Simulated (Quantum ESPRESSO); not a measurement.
The system is CuAu3.

```
Au Cu
1.0
     3.98000    0.00000    0.00000
     0.00000    3.98000    0.00000
     0.00000    0.00000    3.98000
Au Cu
3 1
Direct
  0.50000 0.50000 0.00000
  0.50000 0.00000 0.50000
  0.00000 0.50000 0.50000
  0.00000 0.00000 0.00000
```

| Quantity | Value |
| --- | --- |
| Program | Quantum ESPRESSO 7.5 |
| Task | single point |
| Functional | PBEsol |
| Potentials or basis | GBRV 1.5 PBEsol |
| Cutoff | 762 eV |
| Density cutoff | 6095 eV |
| k mesh | 7 × 7 × 7 |
| Occupations | fermi-dirac, width 0.05 eV |
| Spin | no spin polarisation |

On this cell: pressure -1.3 GPa; largest force zero by symmetry; band gap on the k mesh none (metal or under the smearing width).

The same run follows on a disturbed copy (atoms moved at random, drawn with an rms of 0.05 Å):

```
CELL_PARAMETERS angstrom
3.98000 0.00000 0.00000
0.00000 3.98000 0.00000
0.00000 0.00000 3.98000
ATOMIC_POSITIONS crystal
Au 0.52201 0.49983 0.99671
Au 0.49135 0.99340 0.49211
Au 0.00488 0.49655 0.48390
Cu 0.00104 0.00460 0.00834
```

**Question.** What changes?

**Answer.** The energy (extrapolated to zero smearing) moves by +11.4 meV/atom; pressure -0.7 GPa; largest force 0.627 eV/Å; band gap on the k mesh none (metal or under the smearing width).

Forces in eV/Å, atoms in the order of the input:
```
Au  -0.428 -0.093 -0.449
Au   0.248  0.195  0.275
Au   0.103 -0.023  0.467
Cu   0.076 -0.078 -0.292
```

Stress tensor (GPa, compression positive):
```
-0.75 -0.11  0.45
-0.11 -0.74  0.13
 0.45  0.13 -0.74
```
